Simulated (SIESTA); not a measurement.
# NiO (Fm-3m) in SIESTA: further runs, part 2 of 2

SIESTA 5.4.2. Earlier steps stand in the parts before.

## (3) Atomic charges, LDA, collinear spin, ferromagnetic start

Input file NiO.fdf:

```
SystemName                      NiO
SystemLabel                     NiO
NumberOfSpecies                 2
NumberOfAtoms                   2
%block ChemicalSpeciesLabel
  1  28 Ni
  2   8 O
%endblock ChemicalSpeciesLabel

LatticeConstant                 1.0 Ang
%block LatticeVectors
     0.0000000000     2.0859016414     2.0859016414
     2.0859016414     0.0000000000     2.0859016414
     2.0859016414     2.0859016414     0.0000000000
%endblock LatticeVectors
AtomicCoordinatesFormat         Fractional
%block AtomicCoordinatesAndAtomicSpecies
     0.0000000000     0.0000000000     0.0000000000  1  Ni
     0.5000000000     0.5000000000     0.5000000000  2  O
%endblock AtomicCoordinatesAndAtomicSpecies

%block kgrid.MonkhorstPack
    8   0   0  0.0
    0   8   0  0.0
    0   0   8  0.0
%endblock kgrid.MonkhorstPack
XC.Functional                   LDA
XC.Authors                      PW92
PAO.BasisSize                   TZP
PAO.EnergyShift                 0.002 Ry
Mesh.Cutoff                     800 Ry
Spin                            polarized
%block DM.InitSpin
    1   1.000
    2   0.000
%endblock DM.InitSpin
OccupationFunction              FD
ElectronicTemperature           0.05 eV
MaxSCFIterations                200
SCF.MustConverge                false
SCF.Mixer.Method                Pulay
SCF.Mixer.Weight                0.1
SCF.Mixer.History               10
SCF.DM.Tolerance                5.0e-05
SCF.H.Tolerance                 1.0e-03 eV
WriteForces                     true
Charge.Mulliken                 end
Charge.Hirshfeld                end
Charge.Voronoi                  end
Charge.Mulliken.Format          2
```

Potentials or basis: PseudoDojo 0.4 standard (LDA files), TZP (energy shift 0.002 Ry).

Command:

```
$ siesta < NiO.fdf > NiO.out 2>&1
```

NiO.out:

```text
Version         : 5.4.2

[... 6 lines left out ...]
 NOTE: Please see the manual for full details and compatibility measures.

reinit: Reading from standard input
reinit: Dumping input in INPUT_TMP.62184
************************** Dump of input data file ****************************
SystemName                      NiO
SystemLabel                     NiO
NumberOfSpecies                 2
NumberOfAtoms                   2
%block ChemicalSpeciesLabel
  1  28 Ni
  2   8 O
%endblock ChemicalSpeciesLabel
LatticeConstant                 1.0 Ang
%block LatticeVectors
     0.0000000000     2.0859016414     2.0859016414
     2.0859016414     0.0000000000     2.0859016414
     2.0859016414     2.0859016414     0.0000000000
%endblock LatticeVectors
AtomicCoordinatesFormat         Fractional
%block AtomicCoordinatesAndAtomicSpecies
     0.0000000000     0.0000000000     0.0000000000  1  Ni
     0.5000000000     0.5000000000     0.5000000000  2  O
%endblock AtomicCoordinatesAndAtomicSpecies
%block kgrid.MonkhorstPack
    8   0   0  0.0
    0   8   0  0.0
    0   0   8  0.0
%endblock kgrid.MonkhorstPack
XC.Functional                   LDA
XC.Authors                      PW92
[... 804 lines left out ...]
   2  3.354   0.894  -0.064   0.071   0.850   0.850   0.850  -0.183  -0.183
             -0.183   0.142   0.142   0.142   0.005   0.005   0.006   0.005

              0.006

mulliken: Qtot =       12.358

mulliken: Spin DOWN

Species: Ni
Atom  Qatom  Qorb
               3s      4s      4s      4s      3py     3pz     3px     4py
               4pz     4px     3dxy    3dyz    3dz2    3dxz    3dx2-y2 3dxy
               3dyz    3dz2    3dxz    3dx2-y2 3dxy    3dyz    3dz2    3dxz
               3dx2-y2
   1  8.402   0.995   0.559  -0.179  -0.166   0.997   0.997   0.997   0.093
              0.093   0.093   1.120   1.120   0.540   1.120   0.540  -0.104

             -0.104  -0.064  -0.104  -0.064  -0.055  -0.055   0.046  -0.055

              0.046

Species: O
Atom  Qatom  Qorb
               2s      2s      2s      2py     2pz     2px     2py     2pz
               2px     2py     2pz     2px     3Pdxy   3Pdyz   3Pdz2   3Pdxz
               3Pdx2-y2
   2  3.239   0.883  -0.065   0.075   0.821   0.821   0.821  -0.177  -0.177
             -0.177   0.129   0.129   0.129   0.005   0.005   0.005   0.005

              0.005

mulliken: Qtot =       11.642

Mulliken Atomic Populations:
Atom #   charge [q] valence [e]      Sz [e]  Species
     1     0.592898   17.407102    0.602300  Ni
     2    -0.592898    6.592898    0.114230  O
 Total     0.000000                0.716530

Hirshfeld Atomic Populations:
Atom #   charge [q] valence [e]      Sz [e]  Species
     1     0.214675   17.785325    0.600620  Ni
     2    -0.214676    6.214676    0.115909  O
 Total    -0.000001                0.716529

Voronoi Atomic Populations:
Atom #   charge [q] valence [e]      Sz [e]  Species
     1     0.272316   17.727684    0.599595  Ni
     2    -0.272317    6.272317    0.116934  O
 Total    -0.000001                0.716529

Job completed
```

Wall time 2 min (1 thread of Intel Xeon Platinum 8488C (Sapphire Rapids), shared host); peak memory 0.31 GiB.

What came out:

```
Free energy            : -5009.9811 eV
Pressure               : -18.9 GPa
Band gap on the k mesh : none (metal or under the smearing width)
Net moment             : 0.72 μB per cell
Site moments           : Ni +0.60; O +0.11 μB
Hirshfeld charges      : Ni +0.21; O -0.21 e
Voronoi charges        : Ni +0.27; O -0.27 e
```

Caveat: Mulliken charges of long-ranged orbitals can have an unphysical sign; semicore shells carry a single zeta, which can move pressures by several GPa and volumes by a few percent; so large a pressure means that the cell lies far from this level's equilibrium, or that cutoff or potentials fall short; the basis of atomic orbitals isn't converged, which shifts pressures, moduli and gaps; a cell with one magnetic atom can't hold antiferromagnetic order, which such compounds often take; semilocal functionals often make such compounds metallic where correlation or magnetic order opens a gap, which also shifts bond lengths.

## (4) Relaxation of cell and atoms, PBE, collinear spin, ferromagnetic start

NiO.fdf, as its differences from that of step 3:

```diff
@@ -26,6 +26,6 @@
 %endblock kgrid.MonkhorstPack
-XC.Functional                   LDA
-XC.Authors                      PW92
-PAO.BasisSize                   TZP
-PAO.EnergyShift                 0.002 Ry
+XC.Functional                   GGA
+XC.Authors                      PBE
+PAO.BasisSize                   TZDP
+PAO.EnergyShift                 0.01 Ry
 Mesh.Cutoff                     800 Ry
@@ -47,4 +47,13 @@
 Charge.Mulliken                 end
-Charge.Hirshfeld                end
-Charge.Voronoi                  end
-Charge.Mulliken.Format          2
+MD.TypeOfRun                    Broyden
+MD.Steps                        40
+MD.MaxForceTol                  0.04 eV/Ang
+MD.MaxDispl                     0.1 Ang
+WriteCoorStep                   true
+AtomCoorFormatOut               Fractional
+MD.VariableCell                 true
+MD.MaxStressTol                 0.1 GPa
+%block PAO.PolarizationScheme
+  Ni non-perturbative
+  O non-perturbative
+%endblock PAO.PolarizationScheme
```

Potentials or basis: PseudoDojo 0.4 standard (PBE files), TZDP (energy shift 0.01 Ry).

Command:

```
$ siesta < NiO.fdf > NiO.out 2>&1
```

It took 8.2 min on 1 thread of Intel Xeon Platinum 8488C (Sapphire Rapids), shared host; peak memory 0.28 GiB.

Results (log left out):

* Free energy: -5013.6613 eV
* Relaxed volume: 9.18 Å³/atom
* Relaxed cell: a = 2.961 Å, b = 2.961 Å, c = 2.961 Å, α = 60.00°, β = 60.00°, γ = 60.00°
* Space group after relaxing (to 0.05 Å): Fm-3m (No. 225)
* Energy gained by relaxing: 0.9 meV/atom
* Ionic steps: 6
* Pressure after relaxing: 0.0 GPa
* Band gap on the k mesh: none (metal or under the smearing width)
* Net moment: 1.84 μB per cell
* Site moments: Ni +1.53; O +0.30 μB

Step by step:
| step | energy change (eV) | largest force (eV/Å) | pressure (GPa) | volume (Å³) |
| --- | --- | --- | --- | --- |
| 1 | 0.0000 | 0.0000 | 1.98 | 18.15 |
| 2 | -0.0001 | 0.0000 | 1.83 | 18.16 |
| 3 | -0.0015 | 0.0000 | 0.94 | 18.28 |
| 4 | -0.0019 | 0.0000 | -0.40 | 18.39 |
| 5 | -0.0018 | 0.0000 | 0.16 | 18.34 |
| 6 | -0.0018 | 0.0000 | -0.05 | 18.36 |

Final structure:
```
Ni O
1.0
     0.00002    2.09399    2.09399
     2.09399    0.00002    2.09399
     2.09399    2.09399    0.00002
Ni O
1 1
Direct
  0.00000 0.00000 0.00000
  0.50000 0.50000 0.50000
```

Caveat: semicore shells carry a single zeta, which can move pressures by several GPa and volumes by a few percent; the basis of atomic orbitals isn't converged, which shifts pressures, moduli and gaps; a cell with one magnetic atom can't hold antiferromagnetic order, which such compounds often take; semilocal functionals often make such compounds metallic where correlation or magnetic order opens a gap, which also shifts bond lengths. Zero-point motion and thermal expansion aren't in these numbers.

## (5) Summary

```csv
task,level,potentials or basis,cell,optimiser,force tolerance,energy shift,gap on the mesh (eV),pressure (GPa),moment (μB)
single point,LDA,"PseudoDojo 0.4 standard (LDA files), DZP (energy shift 0.002 Ry)",as given,-,-,0.002 Ry,none,-18.1,0.72
atomic charges,LDA,"PseudoDojo 0.4 standard (LDA files), TZP (energy shift 0.002 Ry)",as given,-,-,0.002 Ry,none,-18.9,0.72
relaxation of cell and atoms,PBE,"PseudoDojo 0.4 standard (PBE files), TZDP (energy shift 0.01 Ry)",relaxed,Broyden,0.04 eV/Å,0.01 Ry,none,0.0,1.84
```

Alike in all rows: spin collinear, ferromagnetic start; k mesh 8 × 8 × 8; smearing fermi-dirac 0.05 eV; grid cutoff 800 Ry.

Caveats: semicore shells carry a single zeta, which can move pressures by several GPa and volumes by a few percent; the basis of atomic orbitals isn't converged, which shifts pressures, moduli and gaps; a cell with one magnetic atom can't hold antiferromagnetic order, which such compounds often take; semilocal functionals often make such compounds metallic where correlation or magnetic order opens a gap, which also shifts bond lengths; so large a pressure means that the cell lies far from this level's equilibrium, or that cutoff or potentials fall short (some runs).

Absolute energies hang on the potentials; compare differences alone.

## (6) Comparison with measurements

Step 2. A measured gap of NiO is 4.3 eV (quoted in “Local correlations, non-local screening, multiplets, and band formation in NiO”, 2012, arxiv:1210.6675); the calculated 0.00 eV misses it by -4.30 eV. So large a miss can be the level of theory's own, or it may mean another phase, state or a wrong row. The value is that of LDA in an atomic basis (PseudoDojo 0.4 standard (LDA files), DZP (energy shift 0.002 Ry)), whose error adds to the functional's, on a finite k mesh, which can miss the band edges, without temperature or zero-point motion. Semilocal functionals fall short of measured gaps as a rule. The run's magnetic order (collinear spin, ferromagnetic start) needn't be the measured crystal's.

Step 3. Against the measured gap of NiO, 4.3 eV (quoted in “Local correlations, non-local screening, multiplets, and band formation in NiO”, 2012, arxiv:1210.6675), the calculated 0.00 eV is off by -4.30 eV. So large a miss can be the level of theory's own, or it may mean another phase, state or a wrong row. The value is that of LDA in an atomic basis (PseudoDojo 0.4 standard (LDA files), TZP (energy shift 0.002 Ry)), whose error adds to the functional's, on a finite k mesh, which can miss the band edges, without temperature or zero-point motion. Semilocal functionals fall short of measured gaps as a rule. The run's magnetic order (collinear spin, ferromagnetic start) needn't be the measured crystal's.
